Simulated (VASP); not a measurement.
# PbO: binding between layers

PbO, P4/nmm (no. 129), 4 atoms in the cell. R2SCAN+rVV10; PAW potentials Pb_d, O (PBE set).

## Input

INCAR:
```
PREC = Accurate
ENCUT = 520
EDIFF = 1E-6
ISMEAR = 0
SIGMA = 0.02
LREAL = False
LASPH = True
GGA_COMPAT = False
ALGO = Normal
NELM = 150
ISIF = 2
LWAVE = False
LCHARG = False
METAGGA = R2SCAN
LUSE_VDW = True
BPARAM = 11.95
LMIXTAU = True
KPAR = 4
```

KPOINTS.step1:
```
k-points
0
Gamma
  5 5 5
```

KPOINTS.step4:
```
k-points
0
Gamma
  5 5 4
```

KPOINTS.step10:
```
k-points
0
Gamma
  5 5 3
```

KPOINTS.step11:
```
k-points
0
Gamma
  5 5 2
```

POSCAR.step1:
```
PbO
1.0
    3.9900000000      0.0000000000      0.0000000000
    0.0000000000      3.9900000000      0.0000000000
    0.0000000000      0.0000000000      4.5600000000
Pb O
2 2
Direct
    0.5000000000      0.0000000000      0.7363157890
    0.0000000000      0.5000000000      0.2636842110
    0.5000000000      0.5000000000      0.0000000000
    0.0000000000      0.0000000000      0.0000000000
```

POSCAR.step2:
```
PbO
1.0
    3.9900000000      0.0000000000      0.0000000000
    0.0000000000      3.9900000000      0.0000000000
    0.0000000000      0.0000000000      4.7100000000
Pb O
2 2
Direct
    0.5000000000      0.0000000000      0.7447133760
    0.0000000000      0.5000000000      0.2552866240
    0.5000000000      0.5000000000      0.0000000000
    0.0000000000      0.0000000000      0.0000000000
```

POSCAR.step3:
```
PbO
1.0
    3.9900000000      0.0000000000      0.0000000000
    0.0000000000      3.9900000000      0.0000000000
    0.0000000000      0.0000000000      4.8600000000
Pb O
2 2
Direct
    0.5000000000      0.0000000000      0.7525925930
    0.0000000000      0.5000000000      0.2474074070
    0.5000000000      0.5000000000      0.0000000000
    0.0000000000      0.0000000000      0.0000000000
```

POSCAR.step4:
```
PbO
1.0
    3.9900000000      0.0000000000      0.0000000000
    0.0000000000      3.9900000000      0.0000000000
    0.0000000000      0.0000000000      5.0100000000
Pb O
2 2
Direct
    0.5000000000      0.0000000000      0.7600000000
    0.0000000000      0.5000000000      0.2400000000
    0.5000000000      0.5000000000      0.0000000000
    0.0000000000      0.0000000000      0.0000000000
```

POSCAR.step5:
```
PbO
1.0
    3.9900000000      0.0000000000      0.0000000000
    0.0000000000      3.9900000000      0.0000000000
    0.0000000000      0.0000000000      5.1600000000
Pb O
2 2
Direct
    0.5000000000      0.0000000000      0.7669767440
    0.0000000000      0.5000000000      0.2330232560
    0.5000000000      0.5000000000      0.0000000000
    0.0000000000      0.0000000000      0.0000000000
```

POSCAR.step6:
```
PbO
1.0
    3.9900000000      0.0000000000      0.0000000000
    0.0000000000      3.9900000000      0.0000000000
    0.0000000000      0.0000000000      5.3100000000
Pb O
2 2
Direct
    0.5000000000      0.0000000000      0.7735593220
    0.0000000000      0.5000000000      0.2264406780
    0.5000000000      0.5000000000      0.0000000000
    0.0000000000      0.0000000000      0.0000000000
```

POSCAR.step7:
```
PbO
1.0
    3.9900000000      0.0000000000      0.0000000000
    0.0000000000      3.9900000000      0.0000000000
    0.0000000000      0.0000000000      5.5100000000
Pb O
2 2
Direct
    0.5000000000      0.0000000000      0.7817785840
    0.0000000000      0.5000000000      0.2182214160
    0.5000000000      0.5000000000      0.0000000000
    0.0000000000      0.0000000000      0.0000000000
```

POSCAR.step8:
```
PbO
1.0
    3.9900000000      0.0000000000      0.0000000000
    0.0000000000      3.9900000000      0.0000000000
    0.0000000000      0.0000000000      5.8100000000
Pb O
2 2
Direct
    0.5000000000      0.0000000000      0.7930464720
    0.0000000000      0.5000000000      0.2069535280
    0.5000000000      0.5000000000      0.0000000000
    0.0000000000      0.0000000000      0.0000000000
```

POSCAR.step9:
```
PbO
1.0
    3.9900000000      0.0000000000      0.0000000000
    0.0000000000      3.9900000000      0.0000000000
    0.0000000000      0.0000000000      6.2100000000
Pb O
2 2
Direct
    0.5000000000      0.0000000000      0.8063768120
    0.0000000000      0.5000000000      0.1936231880
    0.5000000000      0.5000000000      0.0000000000
    0.0000000000      0.0000000000      0.0000000000
```

POSCAR.step10:
```
PbO
1.0
    3.9900000000      0.0000000000      0.0000000000
    0.0000000000      3.9900000000      0.0000000000
    0.0000000000      0.0000000000      8.0100000000
Pb O
2 2
Direct
    0.5000000000      0.0000000000      0.8498876400
    0.0000000000      0.5000000000      0.1501123600
    0.5000000000      0.5000000000      0.0000000000
    0.0000000000      0.0000000000      0.0000000000
```

POSCAR.step11:
```
PbO
1.0
    3.9900000000      0.0000000000      0.0000000000
    0.0000000000      3.9900000000      0.0000000000
    0.0000000000      0.0000000000     13.0100000000
Pb O
2 2
Direct
    0.5000000000      0.0000000000      0.9075787860
    0.0000000000      0.5000000000      0.0924212140
    0.5000000000      0.5000000000      0.0000000000
    0.0000000000      0.0000000000      0.0000000000
```

Commands (each step's output is kept before the next begins):
```
cat potpaw_PBE.64/Pb_d/POTCAR potpaw_PBE.64/O/POTCAR > POTCAR
cp KPOINTS.step1 KPOINTS
cp POSCAR.step1 POSCAR
mpirun -np 4 vasp_std > vasp.out
rm WAVECAR CHG
cp POSCAR.step2 POSCAR
mpirun -np 4 vasp_std > vasp.out
rm WAVECAR CHG
cp POSCAR.step3 POSCAR
mpirun -np 4 vasp_std > vasp.out
rm WAVECAR CHG
cp KPOINTS.step4 KPOINTS
cp POSCAR.step4 POSCAR
mpirun -np 4 vasp_std > vasp.out
rm WAVECAR CHG
cp POSCAR.step5 POSCAR
mpirun -np 4 vasp_std > vasp.out
rm WAVECAR CHG
cp POSCAR.step6 POSCAR
mpirun -np 4 vasp_std > vasp.out
rm WAVECAR CHG
cp POSCAR.step7 POSCAR
mpirun -np 4 vasp_std > vasp.out
rm WAVECAR CHG
cp POSCAR.step8 POSCAR
mpirun -np 4 vasp_std > vasp.out
rm WAVECAR CHG
cp POSCAR.step9 POSCAR
mpirun -np 4 vasp_std > vasp.out
rm WAVECAR CHG
cp KPOINTS.step10 KPOINTS
cp POSCAR.step10 POSCAR
mpirun -np 4 vasp_std > vasp.out
rm WAVECAR CHG
cp KPOINTS.step11 KPOINTS
cp POSCAR.step11 POSCAR
mpirun -np 4 vasp_std > vasp.out
```

## Result

- Binding energy, rigid layers (meV/Å²): 21.5
- Best gap between layers (Å): 2.65

Rigid layers pulled apart:

| Gap (Å) | Energy (meV/Å² a gap) |
|---|---|
| 2.16 | -16.32 |
| 2.31 | -19.20 |
| 2.46 | -20.81 |
| 2.61 | -21.43 |
| 2.76 | -21.33 |
| 2.91 | -20.71 |
| 3.11 | -19.35 |
| 3.41 | -16.75 |
| 3.81 | -13.13 |
| 5.61 | -3.35 |
| 10.61 | 0.00 |

VASP 6.6.1 took 2071 s on 4 cores (Intel Xeon 6975P-C (Granite Rapids)), a shared host.
